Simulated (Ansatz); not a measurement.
Runs of Ansatz 0.2.0 on EuO. Symmetry: Fm-3m, No. 225, cubic system. Conventional cell: a = 5.144 Å, b = 5.144 Å, c = 5.144 Å, α = 90.00°, β = 90.00°, γ = 90.00°. Eu (site symmetry m-3m) is surrounded by 6 O at 2.57 Å. O (site symmetry m-3m) has 6 Eu at 2.57 Å as nearest neighbours. 

| task | level | spin | cell | points for each segment of the path | gap on the mesh (eV) | pressure (GPa) | moment (μB) | relaxed volume (Å³/atom) |
| --- | --- | --- | --- | --- | --- | --- | --- | --- |
| band structure | PBEsol | non-collinear, ferromagnetic start, SOC | as given | 14 | none | -9.6 | (b) | - |
| relaxation of cell and atoms | revPBE | collinear, ferromagnetic start | relaxed | - | - | 0.0 | 6.98 | 16.71 |
| band structure | rPW86-PBE | collinear, ferromagnetic start | as given | 14 | none | -0.7 | (c) | - |
| relaxation of cell and atoms | LDA | collinear, ferromagnetic start | relaxed | - | - | 0.0 | (a) | 14.72 |

Alike in all rows: potentials or basis Ansatz PAW; k mesh 9 × 9 × 9; cutoff (eV) 420; smearing fermi-dirac 0.05 eV.

Q: Estimate the missing entries.

A: (a) 6.81; (b) 6.90; (c) 6.96.

Caveats: a cell with one magnetic atom can't hold antiferromagnetic order, which such compounds often take; without U or exact exchange the open f shell lies at the Fermi level, which spoils levels, moments and volumes; the PAW data sets come from PBE, with cores solved anew for the run's functional, which leaves a small shift of forces and pressure; spin-orbit coupling is left out, which moves the levels of the heavy elements (some runs); the plane-wave basis is chosen anew once the cell has moved, so the energies of steps on either side of that aren't comparable (some runs); the thresholds are loose for stress (some runs); the volume moved by -13 % from the deposited cell, more than functionals usually miss (some runs).

A k mesh can miss the band edges, and rows without SOC leave out spin-orbit coupling on Eu.

A gap of «none» marks a metal or a gap under the smearing width.

Runs at the PBE level aren't shown here.
